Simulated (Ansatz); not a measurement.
# Prototype screening

The calculation used DFT PBEsol, scalar-relativistic, plane waves, PAW (Ansatz 0.2.0). All cells share a 420 eV cutoff and Γ-centred k meshes spaced at most 0.3 Å⁻¹ (0.19 for metals, 2π included).

Each formula was placed on the sites of the named type and relaxed at zero pressure without lowering the symmetry. Magnetic atoms first started from parallel moments, and a dash marks a run without spin. The smearing is 0.1 eV for metals and 0.01 to 0.02 eV otherwise. Formation energies are uncorrected and refer to the elements' standard structures at the same level.

The k mesh leaves about 4 meV/atom of noise in metals.

```csv
formula,started on type,final group,a or a / b (Å),c (Å),V (Å³/atom),E over elements (eV/atom),gap on mesh (eV),net m (μB/atom)
Mn,omega,P6/mmm,3.85,2.42,10.4,0.10,0.00,-
Mn,bcc,Im-3m,2.76,2.76,10.5,?,0.00,0.65
Mn,beta-tungsten (A15),Pm-3n,4.37,4.37,10.4,0.06,0.00,-
Mn,black phosphorus,Fmmm,2.55 / 4.19,8.16,10.9,0.41,0.00,-
Mn,grey arsenic (A7),Fm-3m,3.46,3.46,10.4,0.09,0.00,-
```

(1) E over elements (eV/atom) of Mn on the bcc type?

Answers

(1) 0.17